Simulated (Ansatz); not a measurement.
# SiC: the cost of one run

Method: DFT PBE, scalar-relativistic, plane waves, PAW, in Ansatz 0.2.0.

The COD entry's cell or inner coordinates are ideal or old and differ from later refinements, so a difference from it is no clean test against experiment.

3 further runs of the same task are left out: 3 set aside as unsound or not needed.

## (1) The system as given

The structure is cubic, space group F-43m (No. 216). The conventional cell has a = 4.380 Å, b = 4.380 Å, c = 4.380 Å, α = 90.00°, β = 90.00°, γ = 90.00°. Si (site symmetry -43m) has 4 C at 1.90 Å as nearest neighbours. C (site symmetry -43m) is surrounded by 4 Si at 1.90 Å.

Structure file:

```cif
data_structure
_symmetry_space_group_name_H-M 'P 1'
_symmetry_Int_Tables_number 1
_cell_length_a 4.3797
_cell_length_b 4.3797
_cell_length_c 4.3797
_cell_angle_alpha 90.000
_cell_angle_beta 90.000
_cell_angle_gamma 90.000
_cell_volume 84.01
loop_
_atom_site_label
_atom_site_type_symbol
_atom_site_fract_x
_atom_site_fract_y
_atom_site_fract_z
_atom_site_occupancy
Si1 Si 0.00000 0.00000 0.00000 1
Si2 Si 0.50000 0.50000 0.00000 1
Si3 Si 0.50000 0.00000 0.50000 1
Si4 Si 0.00000 0.50000 0.50000 1
C1 C 0.75000 0.75000 0.75000 1
C2 C 0.25000 0.25000 0.75000 1
C3 C 0.25000 0.75000 0.25000 1
C4 C 0.75000 0.25000 0.25000 1
```

It is built from the cell relaxed beforehand with the same method (10.50 Å³/atom).

## (2) The reference cell

The cell is repeated 4 times, 8 atoms in all. The reference gives a free energy of -3548.6409 eV, pressure 0.00 GPa, largest force 0.000 eV/Å and gap on the mesh 1.37 eV. It was computed beforehand with the settings of the runs below.

## (3) The scan: moving one atom along a line

Atom 5 (C) is moved by x along the Cartesian unit vector (0.000, 0.000, 1.000); the cell and all other atoms stay fixed. Forces below are components along that vector, summed over the moved atoms. In a periodic cell its images move with it.

## (4) At x = -0.200 Å

File input.yaml:

```yaml
crystal:
  lattice:
    - [4.3797281854, 0.0, 0.0]
    - [0.0, -4.3797281854, 0.0]
    - [0.0, 0.0, -4.3797281854]
  atoms:
    - { symbol: Si, position: [0.0, 0.0, 0.0] }
    - { symbol: Si, position: [0.5, 0.5, 0.0] }
    - { symbol: Si, position: [0.5, 0.0, 0.5] }
    - { symbol: Si, position: [0.0, 0.5, 0.5] }
    - { symbol: C, position: [0.75, 0.75, 0.7956649343] }
    - { symbol: C, position: [0.25, 0.25, 0.75] }
    - { symbol: C, position: [0.25, 0.75, 0.25] }
    - { symbol: C, position: [0.75, 0.25, 0.25] }
basis:
  ecutwfc: 420
kpoints:
  mp_grid: { grid: [6, 6, 6] }
hamiltonian:
  xc: pbe
scf:
  occupations: { method: gaussian, width: 0.05 }
output:
  forces: true
  stress: true
  eigenvalues: true
```

Command:

```sh
$ ansatz run input.yaml --threads 1 --pin off --max-ram 2560MiB --backend cpu --events-out ev --progress --plain --runs-dir out
```

What time and memory should one allow on 1 thread of Arm Neoverse V2, shared host?

About 8.2 s, with a peak of 0.33 GiB.
